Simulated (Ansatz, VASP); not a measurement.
## Two plane-wave programs on MgO

```
Mg O
1.0
     0.00000    2.13665    2.13665
     2.13665    0.00000    2.13665
     2.13665    2.13665    0.00000
Mg O
1 1
Direct
  0.00000 0.00000 0.00000
  0.50000 0.50000 0.50000
```

Alike in both runs: task single point; functional BLYP; k mesh 10 × 10 × 10; occupations gaussian, width 0.05 eV; no spin polarisation.

```csv
,VASP,Ansatz
version,VASP 6.6.1,Ansatz 0.2.0
potentials or method,"VASP PAW PBE potentials, release 64 (Mg, O)","scalar-relativistic, plane waves, PAW"
plane-wave cutoff (eV),520,420
valence electrons in the cell,8,16
```

|  | VASP | Ansatz | Ansatz less VASP |
| --- | --- | --- | --- |
| gap on the k mesh at the Fermi level (eV) | 4.60 | 4.60 | +0.005 |
| least direct gap on the mesh (eV) | 4.60 | 4.60 | +0.005 |
| pressure (GPa) | -0.5 | 0.0 | +0.53 |

The two sets of potentials don't hold the same shells in valence.

Caveats: the PAW data sets were made with another functional, which shifts forces and pressure a little (VASP). BLYP gaps usually lie below the measured ones, often by a third to a half.
